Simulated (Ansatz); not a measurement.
Runs of Ansatz 0.2.0 on MnO2. Symmetry: R-3m, No. 166, trigonal system. Conventional cell: a = 2.857 Å, b = 2.857 Å, c = 13.752 Å, α = 90.00°, β = 90.00°, γ = 120.00°. Mn (site symmetry -3m) has 6 O at 1.90 Å as nearest neighbours. Around O (site symmetry 3m) lie 3 Mn at 1.90 Å. Measurements of this composition are mostly on another form, of space group No. 136.

```tsv
task	level	potentials or basis	cutoff (eV)	basis error allowed	gap on the mesh (eV)	pressure (GPa)	moment (μB)	V0 of scaled cells (Å³/atom)	B0 (GPa)	largest force (eV/Å)
band structure	PBEsol	all-electron LAPW, scalar-relativistic	418	0.002 eV/atom	0.78	-2.0	3.00	-	-	0.16
band structure	LDA	all-electron LAPW, scalar-relativistic	417	0.002 eV/atom	0.48	-8.5	3.00	-	-	0.53
equation of state	LDA	all-electron LAPW, scalar-relativistic	-	0.002 eV/atom	-	-	-	10.37	227	-
band structure	PBEsol	all-electron PAW datasets made for the crystal	520	-	0.78	-2.0	3.00	-	-	0.16
equation of state	PBEsol	all-electron LAPW, scalar-relativistic	-	0.001 eV/atom	-	-	-	(a)	(c)	-
band structure	PBEsol	all-electron LAPW, inner shells corrected to Dirac's equation	418	0.002 eV/atom	0.78	-2.0	3.00	-	-	0.16
band structure	PBEsol	all-electron LAPW, non-relativistic	418	0.002 eV/atom	0.75	-0.8	3.00	-	-	(b)
single point	PBEsol	all-electron LAPW, scalar-relativistic	452	0.001 eV/atom	0.78	-2.0	3.00	-	-	0.16
```

Alike in all rows: spin collinear, ferromagnetic start; cell as given; k mesh 11 × 11 × 11; smearing fermi-dirac 0.05 eV.

Estimate the missing entries.

(a) 10.69; (b) 0.07; (c) 206.

Caveats: a cell with one magnetic atom can't hold antiferromagnetic order, which such compounds often take (some runs); the cell was scaled at fixed shape and fractional positions, which overstates the stiffness of a crystal with free parameters, most of all of layers and chains (some runs); an odd mesh through Γ misses points on the zone boundary, where band edges often lie (some runs).

Not every run made on this cell is shown here.
